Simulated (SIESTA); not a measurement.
Runs of SIESTA 5.4.2 on Ta2C. Symmetry: P-3m1, No. 164, trigonal system. The conventional cell has a = 3.106 Å, b = 3.106 Å, c = 4.946 Å, α = 90.00°, β = 90.00°, γ = 120.00°. Ta (site symmetry 3m) has 3 C at 2.18 Å as nearest neighbours. Around C (site symmetry -3m) lie 6 Ta at 2.18 Å. 

```csv
task,level,potentials or basis,k mesh,gap on the mesh (eV),pressure (GPa),V0 of scaled cells (Å³/atom),B0 (GPa),largest force (eV/Å)
equation of state,LDA,"PseudoDojo 0.4 standard (LDA files), DZP (energy shift 0.003 Ry; two zetas on semicore shells)",10 × 10 × 6,-,-,13.40,304,-
band structure,PBEsol,"PseudoDojo 0.4 standard (PBEsol files), DZP (energy shift 0.003 Ry; two zetas on semicore shells)",10 × 10 × 6,none,(b),-,-,0.41
equation of state,PBEsol,"PseudoDojo 0.4 standard (PBEsol files), DZP (energy shift 0.003 Ry; two zetas on semicore shells)",10 × 10 × 6,-,-,13.70,290,-
band structure,PBEsol,"PseudoDojo 0.4 standard (PBEsol files), DZP (energy shift 0.003 Ry; two zetas on semicore shells)",8 × 8 × 4,none,-1.5,-,-,(a)
```

Alike in all rows: no spin polarisation; cell as given; smearing fermi-dirac 0.05 eV; grid cutoff 800 Ry; energy shift 0.003 Ry.

Estimate the missing entries.

(a) 0.44; (b) -1.6.

Caveats: short orbitals over semicore shells can move pressures by several GPa; the basis of atomic orbitals isn't converged, which shifts pressures, moduli and gaps; the cell was scaled at fixed shape and fractional positions, which overstates the stiffness of a crystal with free parameters, most of all of layers and chains (some runs).

A k mesh can miss the band edges, and the runs leave out spin-orbit coupling on Ta.

A gap of «none» marks a metal or a gap under the smearing width.

Not every run made on this cell is shown here.
